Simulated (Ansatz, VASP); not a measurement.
# Cross-check of Cr2GeC between VASP and Ansatz, part 2 of 2

One calculation is typed for both programs; each brings its own data sets. How far apart do they land? The two relaxations start from unlike cells of this crystal (the structure described is Ansatz's start), so only their ends are compared.

VASP 6.6.1 and Ansatz 0.2.0.

So far: Starting point; VASP: relaxation of cell and atoms, LDA.

### 3. Ansatz: relaxation of cell and atoms, LDA

Level of this step: Ansatz beside VASP: Kohn-Sham DFT, plane waves, LDA (Ansatz).

Ansatz runs on its default PAW (the set named soft_2) files.

Its own start cell and the same functional (in two slightly different forms), mesh and smearing now go to Ansatz, which takes its cutoff from its data sets.

Input file input.yaml:

```yaml
crystal:
  lattice:
    - [2.9820174295, 0.0, 0.0]
    - [-1.4910087147, 2.5825028484, 0.0]
    - [0.0, 0.0, 12.21742986]
  atoms:
    - { symbol: Cr, position: [0.66666667, 0.33333333, 0.58877519], spin: 3.0 }
    - { symbol: Cr, position: [0.33333333, 0.66666667, 0.41122481], spin: 3.0 }
    - { symbol: Cr, position: [0.33333333, 0.66666667, 0.08877519], spin: 3.0 }
    - { symbol: Cr, position: [0.66666667, 0.33333333, 0.91122481], spin: 3.0 }
    - { symbol: Ge, position: [0.66666667, 0.33333333, 0.25] }
    - { symbol: Ge, position: [0.33333333, 0.66666667, 0.75] }
    - { symbol: C, position: [0.0, 0.0, 0.5] }
    - { symbol: C, position: [0.0, 0.0, 0.0] }
kpoints:
  mp_grid: { grid: [15, 15, 4] }
hamiltonian:
  xc: lda
scf:
  occupations: { method: methfessel_paxton, width: 0.25 }
output:
  forces: true
  stress: true
  eigenvalues: true
  populations: true
magnetization:
  spin_polarized: true
relax:
  adjacent_minimum: "off"
  f_tol: 0.005
  max_steps: 60
  cell: { stress_tol: 0.03 }
```

Launch:

```sh
$ ansatz run input.yaml --threads 8 --pin off --max-ram 16384MiB --backend cpu --events-out ev --progress --plain --runs-dir out
```

Numbers of over 12 decimals in the logs are rounded to 6 here.

What it wrote:

```text
Engine: ansatz 0.2.0, aarch64-unknown-linux-gnu
Pseudopotentials: kind: paw
Pseudopotential: Cr, paw, valence charge 14, recommended cutoff 420 eV (normal), Cr.paw.azcp
Pseudopotential: Ge, paw, valence charge 14, recommended cutoff 420 eV (normal), Ge.paw.azcp
Pseudopotential: C, paw, valence charge 4, recommended cutoff 420 eV (normal), C.paw.azcp
Functional definition: SPW92
  exchange = slater_x
  correlation = pw_c
Crystal: 8 atoms, lattice volume = 94.087 Å³
Basis set: ecut = 420 eV, 1805 PW (Γ)
Bands: 63, of which v1, the nominal top of the filled ones, is band 46 counted from 1 (45 counted from 0)
Symmetry: 24 space group operations
Space group: P63/mmc (ITA 194), of the structure as read, at distance tolerance 4.5e-5 Å
Magnetic group: BNS 194.263 (UNI 1493), of the structure as read, at distance tolerance 4.5e-5 Å
k-points: 81 of 900
Non-local potential: Cr, projectors of the file, l = 0: 3, l = 1: 2, l = 2: 3, l = 3: 1
Non-local potential: Ge, projectors of the file, l = 0: 2, l = 1: 2, l = 2: 3, l = 3: 1
Non-local potential: C, projectors of the file, l = 0: 2, l = 1: 2, l = 2: 1
PAW form: soft (Blöchl's): semilocal exchange-correlation on the pseudo side does not see the compensation charge
PAW frozen core: Cr, regenerated for the run's functional, and the local potential with it (the file was generated under x = pbe(κ = 0.804, μ = 0.219515), c = pbe(β = 0.066725))
PAW frozen core: Ge, regenerated for the run's functional, and the local potential with it (the file was generated under x = pbe(κ = 0.804, μ = 0.219515), c = pbe(β = 0.066725))
PAW frozen core: C, regenerated for the run's functional, and the local potential with it (the file was generated under x = pbe(κ = 0.804, μ = 0.219515), c = pbe(β = 0.066725))
PAW one-centre angular grid: Cr, 590 points (default); XC on 64 Gauss nodes
PAW one-centre angular grid: Ge, 590 points (default); XC on 64 Gauss nodes
PAW one-centre angular grid: C, 110 points (default); XC on 64 Gauss nodes
Initial density: superposition of atomic densities (chi_scale 0.1, normalization cell, long waves kept (reshape's long-wave potential 0.21 eV rms))
Starting moments: Σ|m| = 12 μB on 4 of 8 sites
Initial wavefunctions: pseudopotential atomic-orbital guess
Functional: x = slater, c = lda
SCF iter   1: F=—  HF=-22217.364130 eV  |F-HF|=—  |Δ(HF+E_count)|=         —  Δρ=1.29e-1 (↑1.29e-1 ↓6.61e-2)  dr2=3.43e1  dr2_m=2.04e0  M=7.599 μB ∫|m|=8.364 μB  β_m=0.30  ethr=3.10e-3  ⟨swp⟩=5.6  Hψ=32081  notcnv=0
Mixer restart at iter 1: flushing history
preconditioner: auto → Kerker (q_TF=auto, 2.718 Å⁻¹)  [metal: Δε(μ)=0.001 eV  Ē_g=15.218 eV  σ=0.250 eV  W_gap=0.00  n_scr=40 (ndim 8)  ℏωp=29.7 eV  f_vac=0.000  D(μ)=5.57/eV (n_scr^D=66)]
spin=Collinear: Kerker preconditioning applied to the charge; magnetization (m = ρ↑ − ρ↓) channel mixes plain (no charge-response kernel on spin).
SCF iter   2: F=—  HF=-22211.261001 eV  |F-HF|=—  |Δ(HF+E_count)|=    6.10e0  Δρ=6.02e-2 (↑6.02e-2 ↓3.61e-2)  dr2=8.25e0  dr2_m=6.20e-1  M=7.629 μB ∫|m|=8.501 μB  β_m=0.42  ethr=3.10e-3  ⟨swp⟩=2.5  Hψ=20591  notcnv=0  defer=912
SCF iter   3: F=—  HF=-22209.165246 eV  |F-HF|=—  |Δ(HF+E_count)|=    2.10e0  Δρ=1.80e-2 (↑1.70e-2 ↓1.80e-2)  dr2=2.57e-1  dr2_m=1.32e-1  M=7.214 μB ∫|m|=8.206 μB  β_m=0.66  ethr=3.10e-3  ⟨swp⟩=2.0  Hψ=16492  notcnv=0  defer=928
SCF iter   4: F=—  HF=-22211.658316 eV  |F-HF|=—  |Δ(HF+E_count)|=         —  Δρ=9.34e-2 (↑9.34e-2 ↓8.04e-2)  dr2=2.00e-1  dr2_m=6.48e0  M=2.159 μB ∫|m|=2.648 μB  β_m=1.00  ethr=2.79e-4  ⟨swp⟩=2.0  Hψ=20186  notcnv=0  defer=948  κ⁻¹=1.2e-3(r=2)
SCF iter   5: F=—  HF=-22210.860942 eV  |F-HF|=—  |Δ(HF+E_count)|=   7.97e-1  Δρ=4.77e-2 (↑4.77e-2 ↓1.69e-2)  dr2=8.27e-1  dr2_m=8.46e-1  M=1.662 μB ∫|m|=1.948 μB  β_m=0.66  ethr=5.43e-5  ⟨swp⟩=2.4  Hψ=19694  notcnv=0  defer=943
SCF iter   6: F=—  HF=-22210.168497 eV  |F-HF|=—  |Δ(HF+E_count)|=   6.92e-1  Δρ=1.62e-2 (↑3.72e-3 ↓1.62e-2)  dr2=2.34e-1  dr2_m=6.72e-2  M=2.054 μB ∫|m|=2.324 μB  β_m=0.83  ethr=5.43e-5  ⟨swp⟩=2.6  Hψ=21259  notcnv=0  defer=961
SCF iter   7: F=—  HF=-22210.312375 eV  |F-HF|=—  |Δ(HF+E_count)|=   1.44e-1  Δρ=1.54e-2 (↑1.54e-2 ↓9.80e-3)  dr2=4.16e-2  dr2_m=1.30e-1  M=1.392 μB ∫|m|=1.577 μB  β_m=0.91  ethr=5.43e-5  ⟨swp⟩=2.3  Hψ=20400  notcnv=0  defer=691
SCF iter   8: F=—  HF=-22210.290278 eV  |F-HF|=—  |Δ(HF+E_count)|=   2.21e-2  Δρ=1.24e-2 (↑1.24e-2 ↓3.36e-3)  dr2=1.44e-1  dr2_m=3.56e-2  M=0.791 μB ∫|m|=0.888 μB  β_m=0.96  ethr=4.52e-5  ⟨swp⟩=2.0  Hψ=16008  notcnv=0  defer=688
SCF iter   9: F=—  HF=-22210.274352 eV  |F-HF|=—  |Δ(HF+E_count)|=   1.59e-2  Δρ=6.54e-3 (↑6.54e-3 ↓1.76e-3)  dr2=4.57e-2  dr2_m=1.15e-2  M=0.605 μB ∫|m|=0.679 μB  β_m=0.98  ethr=4.52e-5  ⟨swp⟩=2.1  Hψ=15617  notcnv=0  defer=688
[...]
SCF iter   1: F=—  HF=-22211.069738 eV  |F-HF|=—  |Δ(HF+E_count)|=         —  Δρ=1.66e-6 (↑1.50e-6 ↓1.66e-6)  dr2=4.68e-9  dr2_m=2.75e-11  M=0.000 μB ∫|m|=0.000 μB  β_m=0.30  ethr=3.07e-8  ⟨swp⟩=3.0  Hψ=57540  notcnv=0
preconditioner: auto → Kerker (q_TF=auto, 2.768 Å⁻¹)  [metal: Δε(μ)=0.004 eV  Ē_g=14.550 eV  σ=0.250 eV  W_gap=0.01  n_scr=40 (ndim 8)  ℏωp=31.3 eV  f_vac=0.000  D(μ)=6.84/eV (n_scr^D=80)]
spin=Collinear: Kerker preconditioning applied to the charge; magnetization (m = ρ↑ − ρ↓) channel mixes plain (no charge-response kernel on spin).
SCF iter   2: F=—  HF=-22211.069742 eV  |F-HF|=—  |Δ(HF+E_count)|=   3.64e-6  S|Δr|=    0.00e0  Δρ=1.02e-6 (↑9.26e-7 ↓1.02e-6)  dr2=1.14e-9  dr2_m=2.28e-11  M=0.000 μB ∫|m|=0.000 μB  β_m=0.49  ethr=5.09e-12  ⟨swp⟩=2.7  Hψ=18285  notcnv=0
SCF iter   3: F=—  HF=-22211.069742 eV  |F-HF|=—  |Δ(HF+E_count)|=  8.37e-11  S|Δr|=    0.00e0  Δρ=6.41e-7 (↑4.42e-7 ↓6.41e-7)  dr2=9.08e-10  dr2_m=1.62e-11  M=0.000 μB ∫|m|=0.000 μB  β_m=0.47  ethr=1.24e-12  ⟨swp⟩=2.3  Hψ=14478  notcnv=0
SCF iter   4: F=—  HF=-22211.069742 eV  |F-HF|=—  |Δ(HF+E_count)|=  8.00e-11  S|Δr|=    0.00e0  Δρ=2.04e-7 (↑1.32e-7 ↓2.04e-7)  dr2=9.80e-11  dr2_m=1.20e-11  M=0.000 μB ∫|m|=0.000 μB  β_m=0.72  ethr=1.00e-12  ⟨swp⟩=1.2  Hψ=10261  notcnv=0
SCF iter   5: F=-22211.069742 eV  HF=-22211.069742 eV  |F-HF|=7.28e-12  |Δ(HF+E_count)|=  3.64e-12  S|Δr|=    0.00e0  Δρ=1.48e-7 (↑1.48e-7 ↓8.08e-8)  dr2=1.08e-11  dr2_m=6.97e-12  M=0.000 μB ∫|m|=0.000 μB  ethr=1.00e-12  ⟨swp⟩=5.8  Hψ=37930  notcnv=0
the starting moments were not kept: the SCF closed with an absolute magnetisation of 1.9e-5 μB, where they sum to 12 μB in size (4 sites). That is at most 0.1 of that sum.
SCF 8 converged in 5 iterations: F = -22211.069742 eV  dr2 = 1.08e-11
relax step   8: F+E_penalty+E_count = -22211.06974164 eV  Δ(F+E_penalty+E_count) = +9.766e-5 eV  max|allowed force component| = 3.383e-4 eV/Å  Δτ_max = 0.0000 Å  P = +0.000 GPa  Ω = 84.419 Å³  stress off target by 1.80e-3 GPa  SCF on the basis re-selected at this cell (its energy is not comparable with the rows above)  (5 SCF iters)
basis re-selected at this cell: Δ(F+E_penalty+E_count) = +9.766e-5 eV, ΔP = -0.001 GPa vs the last step (what re-selecting the basis moved, of the pressure what is left beyond the Pulay correction that the steps carried, after the strain that the cell walked since its last selection, with what the two solves' SCF thresholds leave and, on support functions, any second-order correction that the steps lacked; it is no m [...]
SCF converged after 5 iterations
Stability not checked: this state was not tested for a lower state beside it, because cold or Methfessel-Paxton smearing, or corrected tetrahedra, fill the levels in a way that the test cannot read (fill_not_monotonic; see scf.lower_state_search)
Magnetization: 0.0000 μB (46.0000 up, 46.0000 down)
Absolute magnetization: 0.0000 μB (∫|ρ↑−ρ↓|, with the PAW one-centre terms)
Spin contamination: 0.0000 ħ² per cell (⟨S²⟩ above its minimum at these occupations)
Per-site moments (μB) at R_I (Å): [(3.6579228205300295e-6, 0.802264), (3.6579228200501053e-6, 0.802264), (3.657922820136972e-6, 0.802264), (3.6579228204655284e-6, 0.802264), (-6.660224629670775e-8, 1.050921), (-6.660224676850396e-8, 1.050921), (-3.072966746755011e-7, 0.802264), (-3.0729667467293354e-7, 0.802264)]
Free energy (F): -22211.069742 eV
Harris-Foulkes:  -22211.069742 eV  (|F-HF|=7.28e-12)
Internal energy: -22211.081698 eV  (E = F + TS)
E sigma→0 (E₀):  -22211.072731 eV
Entropy (-TS):   0.011957 eV (1.495 meV/atom)
Fermi energy:    17.654904 eV
--- Per-component energies (eV) ---
  E_band       = -666.944265
  E_kinetic    = 1797.414094
  E_local      = -9011.314339  (includes V_loc(G=0)·N_el)
  E_nonlocal   = 1235.576592
  E_hartree    = 3949.029075
  E_xc         = -811.000735
  E_vxc        = -974.079683  (∫ρ·V_xc dr)
  E_paw        = -8631.806795  (= ΣΔE_a)
  E_vpaw       = -1612.601311  (= ΣTr[D̂ρ^β])
  E_aug_tail   = 0.001938  (compensation charges beyond the density's cutoff)
  E_ewald      = -10744.384345
  E_core_change = 5.402816  (= ΣΔE_core)
  E_smearing   = 0.011957  (= −TS)
  E_closure    = 0.000000  (closes the sum)
  Σ components = -22211.069742   (vs F -22211.069742, Δ=0.00e0)
--- Forces (eV/Å), atoms counted from 1 ---
  atom   1  Cr    -0.00000000     0.00000000     0.00033831
  atom   2  Cr     0.00000000    -0.00000000    -0.00033831
  atom   3  Cr     0.00000000    -0.00000000     0.00033831
  atom   4  Cr    -0.00000000     0.00000000    -0.00033831
  atom   5  Ge    -0.00000000     0.00000000    -0.00000000
  atom   6  Ge     0.00000000    -0.00000000     0.00000000
  atom   7  C      0.00000000     0.00000000     0.00000000
  atom   8  C     -0.00000000     0.00000000     0.00000000
  max |Σ_I F_I| component: 1.85e-16 eV/Å
--- Stress (GPa, compression-positive) ---
        0.001338       0.000000      -0.000000
       -0.000000       0.001338       0.000000
       -0.000000       0.000000      -0.001797
  P = ⅓ Tr σ = 0.0003 GPa (0.003 kbar)
--- Band table (eV; the first three rows and the last of 162) ---
  k-point 0 ↑: bands = [... 42 lower, 16.4676, 16.6751, 17.1250, 17.1250, 17.2937, 17.2937, 18.1769, 18.1769, ... 13 higher]
  k-point 1 ↑: bands = [... 42 lower, 16.5052, 16.6503, 17.1486, 17.1486, 17.2678, 17.2678, 18.1877, 18.1877, ... 13 higher]
  k-point 2 ↑: bands = [... 42 lower, 16.5840, 16.5840, 17.2071, 17.2071, 17.2071, 17.2071, 18.2127, 18.2127, ... 13 higher]
  k-point 80 ↓: bands = [... 42 lower, 16.2463, 16.2463, 17.0788, 17.0788, 18.1139, 18.1139, 18.2954, 18.2954, ... 13 higher]
--- Relaxed structure (6 steps of the walk, 6 accepted, 2 SCFs on fresh bases) ---
  F+E_penalty+E_count = -22211.06974164 eV   max|allowed force component| = 3.383e-4 eV/Å   (the final SCF, on the basis selected at the relaxed cell)
  cell:  # Å, volume = 84.4186 Å³
    - [2.878262, -2.7863159051582304e-11, 0]
    - [-1.439131, 2.492648, 3.4264194666413386e-18]
    - [0, 1.6209871570799372e-17, 11.766486]
  atoms:
    - { symbol: Cr, position: [0.666667, 0.333333, 0.585879] }
    - { symbol: Cr, position: [0.333333, 0.666667, 0.414121] }
    - { symbol: Cr, position: [0.333333, 0.666667, 0.085879] }
    - { symbol: Cr, position: [0.666667, 0.333333, 0.914120718092] }
    - { symbol: Ge, position: [0.666667, 0.333333, 0.25] }
    - { symbol: Ge, position: [0.333333, 0.666667, 0.750000] }
    - { symbol: C, position: [0.0, 0.0, 0.5] }
    - { symbol: C, position: [0, 0, 0] }
--- Löwdin populations: 8 sites ---
  site symbol       q [e]    m [muB]
     0     Cr     13.5945     0.0000
     1     Cr     13.5945     0.0000
     2     Cr     13.5945     0.0000
     3     Cr     13.5945     0.0000
     4     Ge     14.1173    -0.0000
     5     Ge     14.1173    -0.0000
     6      C      4.5552    -0.0000
     7      C      4.5552    -0.0000
  spilling = 0.003010 (of n_electrons = 92.000000)
```

### 4. Side by side

Known differences besides the potentials themselves: the two LDA forms differ slightly; the data sets hold 92 valence electrons in Ansatz (on its default PAW (the set named soft_2) files) and 84 in VASP; the cutoff is 420 eV in Ansatz and 600 eV in VASP; VASP's log shows a relativistic correction to its local exchange, Ansatz's none; Ansatz adds a Pulay correction to the stress that steers its cell, VASP none. Total energies have different zeros and are not compared.

Compared:

```
                                         quantity  Ansatz    VASP  difference
                                      volume (Å³)   84.42   84.57     -0.18 %
edge a after relaxation, in the typed setting (Å)   2.878   2.880     -0.07 %
edge c after relaxation, in the typed setting (Å)  11.767  11.772     -0.04 %
```

### 5. Summary of results

| Quantity | Value |
| --- | --- |
| difference in volume (relaxation of cell and atoms, LDA) | -0.18 % |

What this shows: The difference in volume is -0.18 % (relaxation of cell and atoms, LDA), within the 1.2 % picked in this series as the mark of a large difference, as far as the stopping tolerances let one tell. The data sets hold unlike numbers of valence electrons (92 in Ansatz and 84 in VASP), so part of the differences comes from the potentials. How closely two codes agree says nothing of how well the functional describes the real material.

[Lines on the potential files, build, host, timing and source positions are cut from VASP's logs without a mark.]

[Logs are printed without paths, hosts, clocks, repeated set-up lines and the standing remarks that a program may print on its own settings, such as how far it seeks lower states.]

[Hosts, paths, dates, database ids (printed as entryN), source tags and the programs' standing remarks are cut or masked in the printed files.]
